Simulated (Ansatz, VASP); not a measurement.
# Pb in VASP and in Ansatz

INCAR

```
PREC = Accurate
ENCUT = 520
EDIFF = 1E-7
ISMEAR = -1
SIGMA = 0.05
LREAL = False
LASPH = True
NELM = 80
ALGO = Normal
ISIF = 2
LWAVE = False
LCHARG = False
GGA = PE
NBANDS = 13
```

The input KPOINTS:

```
regular mesh
0
Gamma
  9 9 9
```

Contents of POSCAR:

```
Pb
1.0
    0.0000000000      2.4914113386      2.4914113386
    2.4914113386      0.0000000000      2.4914113386
    2.4914113386      2.4914113386      0.0000000000
Pb
1
Direct
    0.0000000000      0.0000000000      0.0000000000
```

Contents of input.yaml:

```yaml
crystal:
  lattice:
    - [0.0, 2.4914113386, 2.4914113386]
    - [2.4914113386, 0.0, 2.4914113386]
    - [2.4914113386, 2.4914113386, 0.0]
  atoms:
    - { symbol: Pb, position: [0.0, 0.0, 0.0] }
kpoints:
  mp_grid: { grid: [9, 9, 9] }
scf:
  occupations: { method: fermi_dirac, width: 0.05 }
hamiltonian:
  xc: pbe
  pseudopotentials: { kind: all_electron, lapw: { basis_error: 0.0005 } }
output:
  forces: true
  stress: true
  eigenvalues: true
```

Change from the starting cell: volume scaled by 1.02.

Alike in both runs: task single point; functional PBE; k mesh 9 × 9 × 9; occupations fermi-dirac, width 0.05 eV; no spin polarisation.

|  | VASP | Ansatz |
| --- | --- | --- |
| version | VASP 6.6.1 | Ansatz 0.2.0 |
| potentials or method | VASP PAW PBE potentials, release 64 (Pb_d) | all-electron LAPW, scalar-relativistic |
| plane-wave cutoff (eV) | 520 | see its input |

VASP gave:

| Item | Value |
| --- | --- |
| gap on the k mesh at the Fermi level (eV) | none |
| pressure (GPa) | 1.2 |

Which values does Ansatz return?

gap on the k mesh at the Fermi level (eV): none; pressure (GPa): 1.3.

A gap of «none» marks a metal or a gap that the smearing closes. Ansatz ran all-electron here, so the differences hold the error of VASP's frozen core and of both bases.

The runs have no spin-orbit coupling, so splittings on Pb are missing.
